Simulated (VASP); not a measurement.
Set up this calculation in VASP 6.6.1, as the native input.

```
Task                   : relaxation of shape and atoms at fixed volume
Functional             : LDA
Potentials or basis    : VASP PAW LDA potentials, release 64 (Si)
Cutoff                 : 600 eV
k mesh                 : 18 × 18 × 15
Occupations            : methfessel-paxton, width 0.1 eV
Spin                   : no spin polarisation
Further INCAR settings : ALGO = Fast; EDIFF = 1e-07; IBRION = 2; EDIFFG = -0.01; NSW = 40; ISIF = 4
```

The structure of Si lies in POSCAR:

```
Si                                      
1.0
    2.5746302989      0.0000000000      0.0000000000
   -1.2873151495      2.2296952441     -0.0000000000
    0.0000000000      0.0000000000      2.4350383499
  Si            
     1
Direct
     0.0000000000000000    0.0000000000000000    0.0000000000000000
```

This isn't the form of Si at room conditions, which is diamond.

The cell isn't the ideal one: a relaxed cell with its volume scaled by 0.96.

One way to write it, as run:

INCAR

```
SYSTEM = Si
  PREC = Accurate
  ENCUT = 600
  EDIFF = 1E-7
  ISMEAR = 1
  SIGMA = 0.1
  LREAL = .False.
  LASPH = .True.
  NELM = 80
  ALGO = Fast
  ISIF = 4
  LWAVE = .False.
  LCHARG = .False.
  GGA = CA
  IBRION = 2
  NSW = 40
  EDIFFG = -0.01
```

KPOINTS

```
Automatic mesh
0
Gamma
  18 18 15
  0 0 0
```

Potentials or basis: VASP PAW LDA potentials, release 64 (Si).

Run with:

```console
$ cat potpaw_LDA.64/Si/POTCAR > POTCAR
$ mpirun -np 1 vasp_std > vasp.out
```

It gave:

```
Pressure after relaxing : 5.2 GPa
Band gap on the k mesh  : none (metal or under the smearing width)
```

Caveat: the relaxation stopped at its first step, so nothing moved.

It took 7.4 s on 1 thread of Intel(R) Xeon(R) 6975P-C (Granite Rapids), with other jobs on the host, peak memory 0.14 GiB.
